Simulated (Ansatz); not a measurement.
# MgS: the cost of one run

Computed with Ansatz 0.2.0 (DFT PBE, scalar-relativistic, plane waves, PAW, unless a step's input says otherwise).

1 further run of the same task is left out (set aside as unsound or not needed).

## Step 1: The system as given

Symmetry: F-43m, No. 216, cubic system. Conventional cell: a = 5.697 Å, b = 5.697 Å, c = 5.697 Å, α = 90.00°, β = 90.00°, γ = 90.00°. Mg (site symmetry -43m) has 4 S at 2.47 Å as nearest neighbours. Around S (site symmetry -43m) lie 4 Mg at 2.47 Å.

Coordinates:

```cif
data_structure
_symmetry_space_group_name_H-M 'F-43m'
_symmetry_Int_Tables_number 216
_cell_length_a 5.6972
_cell_length_b 5.6972
_cell_length_c 5.6972
_cell_angle_alpha 90.000
_cell_angle_beta 90.000
_cell_angle_gamma 90.000
_cell_volume 184.92
loop_
_atom_site_label
_atom_site_type_symbol
_atom_site_symmetry_multiplicity
_atom_site_Wyckoff_symbol
_atom_site_fract_x
_atom_site_fract_y
_atom_site_fract_z
_atom_site_occupancy
Mg1 Mg 4 a 0.00000 0.00000 0.00000 1
S1 S 4 d 0.25000 0.25000 0.75000 1
```

The cell was relaxed beforehand at this level, from a generated guess; it needn't be the stable form of this composition. At a tolerance of 0.02 Å it has space group F-43m (No. 216); it has 23.12 Å³/atom, an uncorrected energy of -1.43 eV/atom over the elements.

## Step 2: Electronic structure at the relaxed geometry

Contents of input.yaml:

```yaml
crystal:
  lattice:
    - [0.0, 2.8486070147, 2.8486070147]
    - [2.8486070147, 0.0, 2.8486070147]
    - [2.8486070147, 2.8486070147, 0.0]
  atoms:
    - { symbol: Mg, position: [0.0, 0.0, 0.0] }
    - { symbol: S, position: [0.25, 0.25, 0.25] }
basis:
  ecutwfc: 420
kpoints:
  mp_grid: { grid: [8, 8, 8] }
  band_path:
    path:
      - [[0.0, 0.0, 0.0], [-0.5, -0.5, 0.0], [-0.375, -0.375, 0.25]]
      - [[-0.375, 0.0, 0.375], [0.0, 0.0, 0.0], [0.0, 0.0, 0.5], [-0.5, -0.25, 0.25], [-0.5, -0.5, 0.0]]
    npoints: 14
hamiltonian:
  xc: pbe
scf:
  occupations: { method: gaussian, width: 0.02 }
  n_extra_bands: 6
output:
  forces: true
  stress: true
  eigenvalues: true
  populations: true
  dos: { projected: true, de: 0.02, nscf_kmesh: { grid: [12, 12, 12] } }
  bader: true
  write_density: true
  write_potential: true
  elf: true
  volumetric_format: npy
```

On the command line:

```sh
> ansatz run input.yaml --threads 1 --pin off --max-ram 2560MiB --backend cpu --events-out ev --progress --plain --runs-dir out
```

Q: Estimate wall time and peak memory on 1 thread of Intel Xeon 6975P-C (Granite Rapids), shared host.

About 11 s, with a peak of 0.37 GiB.
